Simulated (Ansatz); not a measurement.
A plane-wave DFT run in Ansatz 0.2.0 (scalar-relativistic PAW potentials unless the input names others): input and command.

```yaml
crystal:
  lattice:
    - [2.91681, 0.0, 0.0]
    - [0.0, 2.91681, 0.0]
    - [0.0, 0.0, 3.14118]
  atoms:
    - { symbol: Al, position: [0.0, 0.0, 0.0] }
    - { symbol: Ru, position: [0.5, 0.5, 0.5] }
basis:
  ecutwfc: 420
kpoints:
  mp_grid: { grid: [16, 16, 16] }
hamiltonian:
  xc: pbe
scf:
  occupations: { method: gaussian, width: 0.15 }
  max_iter: 2
output:
  forces: true
  eigenvalues: true
  stress: true
```

```bash
ansatz run input.yaml --threads 1 --pin off --max-ram 2560MiB --backend cpu --events-out ev --progress --plain --runs-dir out
```

Abridged log:
```
Basis set: ecut = 420 eV, 511 PW (Γ), exchange–correlation on 40×40×48 points (8 copies of the dense FFT grid, shifted against one another)
Bands: 14, of which v1, the nominal top of the filled ones, is band 10 counted from 1 (9 counted from 0)
Symmetry: 16 space group operations
k-points: 405 of 4096
SCF iter   1: F=—  HF=-6417.422705 eV  |F-HF|=—  |Δ(HF+E_count)|=         —  Δρ=4.02e-3  dr2=4.31e-3  ethr=1.77e-3  ⟨swp⟩=3.9  Hψ=58628  notcnv=0
SCF iter   2: F=—  HF=-6417.422048 eV  |F-HF|=—  |Δ(HF+E_count)|=   6.56e-4  Δρ=2.25e-3  dr2=1.75e-3  ethr=2.27e-5  ⟨swp⟩=2.5  Hψ=27755  notcnv=0
```

Q: Find the fault.

A: The fault is too few SCF iterations (scf.max_iter: not typed → 2, the first being the value of the sound run). Setting it back cures it. The log, from which this was withheld above, says: «Error: did not converge after 2 iterations: dr2 = 1.75e-3 (threshold 1.00e-7), under the density mixer `msr1`, which `scf.mixing.algorithm: auto` chose by the deck's other keys (type `scf.mixing.algorithm: msr1` to keep it); raise `scf.max_iter`, which need not help a stalled SCF, or adjust the mixing (`scf.mixing`) or, under a smearing, its width (`scf.occupations.width` …» The run stopped without converging. A reference run from the same start on usual settings converged with pressure 3.57 GPa, largest force 0.000 eV/Å, no gap on the mesh.

Time: 5 s on 1 thread of Intel(R) Xeon(R) Processor @ 2.70GHz (shared host), peak memory 0.39 GiB.